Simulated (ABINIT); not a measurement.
The system is HgTe (Coloradoite).

```
Hg Te
1.0
     0.00000    3.21450    3.21450
     3.21450    0.00000    3.21450
     3.21450    3.21450    0.00000
Hg Te
1 1
Direct
  0.00000 0.00000 0.00000
  0.75000 0.75000 0.75000
```

```yaml
Program: ABINIT 10.8.3 (patched build)
Task: relaxation of cell and atoms
Functional: PBEsol
Potentials_or_basis: PseudoDojo NC SR PBEsol v0.4.1 standard
Cutoff: 925 eV
k_mesh: 5 × 5 × 5
Occupations: fermi-dirac, width 0.05 eV
Spin: no spin polarisation
```

At the start: pressure 2.0 GPa; volume 33.22 Å³/atom.

How do energy, volume and symmetry change on relaxing?

Over 4 steps the energy falls by 8.6 meV/atom and the volume is 34.65 Å³/atom (+4.3 %); space group F-43m (No. 216, to 0.05 Å).

Step by step:
```csv
step,energy change (eV),largest force (eV/Å),pressure (GPa),volume (Å³)
1,0.0000,0.0000,2.00,66.43
2,-0.0046,0.0000,1.67,66.84
3,-0.0170,0.0000,0.16,69.05
4,-0.0171,0.0000,0.00,69.29
```

Final structure:
```yaml
crystal:
  lattice:
    - [0.00000, 3.25999, 3.25999]
    - [3.25999, 0.00000, 3.25999]
    - [3.25999, 3.25999, 0.00000]
  atoms:
    - { symbol: Hg, position: [0.00000, 0.00000, 0.00000] }
    - { symbol: Te, position: [0.75000, 0.75000, 0.75000] }
```
